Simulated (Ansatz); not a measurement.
Input and command of a calculation in Ansatz (plane waves; scalar-relativistic PAW potentials unless the input names others):

```yaml
crystal:
  lattice:
    - [0.0, 3.2511941609, 3.2511941609]
    - [3.2511941609, 0.0, 3.2511941609]
    - [3.2511941609, 3.2511941609, 0.0]
  atoms:
    - { symbol: Bi, position: [0.0281704297, -0.0281704297, 0.0281704297] }
    - { symbol: Te, position: [0.4538631061, 0.5461368939, 0.4538631061] }
basis:
  ecutwfc: "350 eV"
kpoints:
  mp_grid: { grid: [16, 16, 16] }
hamiltonian:
  xc: pbe
scf:
  occupations: { method: gaussian, width: 0.15 }
output:
  forces: true
  eigenvalues: true
  stress: true
```

```bash
ansatz run input.yaml --threads 2 --pin off --max-ram 5120MiB --backend cpu --events-out ev --progress --plain --runs-dir out
```

Abridged log:
```
Warning: basis.ecutwfc = 350 eV is below the records' recommended 420 eV, and the density's cutoff is lower with it unless basis.ecutrho_ratio is high enough to keep the records' density cutoff: compare with a run at a higher cutoff
Basis set: ecut = 350 eV, 965 PW (Γ), exchange–correlation on 60×60×60 points (8 copies of the dense FFT grid, shifted against one another)
Bands: 20, of which v1, the nominal top of the filled ones, is band 16 counted from 1 (15 counted from 0)
Symmetry: 8 space group operations
k-points: 349 of 4096 (time reversal used)
SCF iter   1: F=—  HF=-19376.326782 eV  |F-HF|=—  |Δ(HF+E_count)|=         —  Δρ=2.04e-3  dr2=4.93e-3  ethr=1.77e-3  ⟨swp⟩=5.9  Hψ=35158  notcnv=0
SCF iter   2: F=—  HF=-19376.324722 eV  |F-HF|=—  |Δ(HF+E_count)|=   2.06e-3  Δρ=1.27e-3  dr2=1.62e-3  ethr=1.59e-5  ⟨swp⟩=2.6  Hψ=15661  notcnv=0
SCF iter   3: F=—  HF=-19376.324638 eV  |F-HF|=—  |Δ(HF+E_count)|=   8.36e-5  Δρ=4.36e-4  dr2=2.15e-4  ethr=5.24e-6  ⟨swp⟩=3.0  Hψ=12382  notcnv=0
SCF iter   4: F=—  HF=-19376.324593 eV  |F-HF|=—  |Δ(HF+E_count)|=   4.50e-5  Δρ=2.06e-4  dr2=4.19e-5  ethr=6.93e-7  ⟨swp⟩=2.8  Hψ=12065  notcnv=0
SCF iter   5: F=—  HF=-19376.324601 eV  |F-HF|=—  |Δ(HF+E_count)|=   8.13e-6  Δρ=4.91e-5  dr2=1.92e-6  ethr=1.35e-7  ⟨swp⟩=2.0  Hψ=10566  notcnv=0
SCF iter   6: F=—  HF=-19376.324603 eV  |F-HF|=—  |Δ(HF+E_count)|=   1.68e-6  Δρ=2.18e-5  dr2=3.25e-7  ethr=6.18e-9  ⟨swp⟩=2.0  Hψ=8919  notcnv=0
SCF iter   7: F=-19376.324603 eV  HF=-19376.324603 eV  |F-HF|=7.76e-9  |Δ(HF+E_count)|=   8.21e-8  Δρ=8.33e-6  dr2=5.52e-8  ethr=3.23e-10  ⟨swp⟩=6.9  Hψ=33875  notcnv=0
SCF 1 converged in 7 iterations: F = -19376.324603 eV  dr2 = 5.52e-8
SCF converged after 7 iterations
Free energy (F): -19376.324603 eV
Harris-Foulkes:  -19376.324603 eV  (|F-HF|=7.76e-9)
Internal energy: -19376.308740 eV  (E = F + TS)
E sigma→0 (E₀):  -19376.316672 eV
Entropy (-TS):   -0.015863 eV (-7.932 meV/atom)
Fermi energy:    9.895371 eV
--- Forces (eV/Å), atoms counted from 1 ---
  atom   1  Bi     0.00000000    -1.73183145     0.00000000
  atom   2  Te     0.00000000     1.73182014     0.00000000
--- Stress (GPa, compression-positive) ---
        2.321433       0.000000       0.000000
        0.000000       8.147207       0.000000
        0.000000       0.000000       2.321433
  P = ⅓ Tr σ = 4.2634 GPa (42.634 kbar)
```

Apart from outputs and empty bands, the input differs from a reference run on usual settings in basis.ecutwfc: 420 → "350 eV". The reference, at the same geometry (not necessarily relaxed), gave pressure 4.26 GPa, largest force 1.731 eV/Å, no gap on the mesh. This run converged in 7 SCF iterations (reference: 7) with an energy at zero smearing 3.14 meV/atom above the reference's, pressure 4.26 GPa, largest force 1.732 eV/Å, no gap on the mesh. Its cutoff is looser than usual, and the result moved.

Time: 28 s on 2 threads of Intel(R) Xeon(R) Processor @ 2.50GHz (Skylake/Cascade Lake), on a shared host, peak memory 0.65 GiB.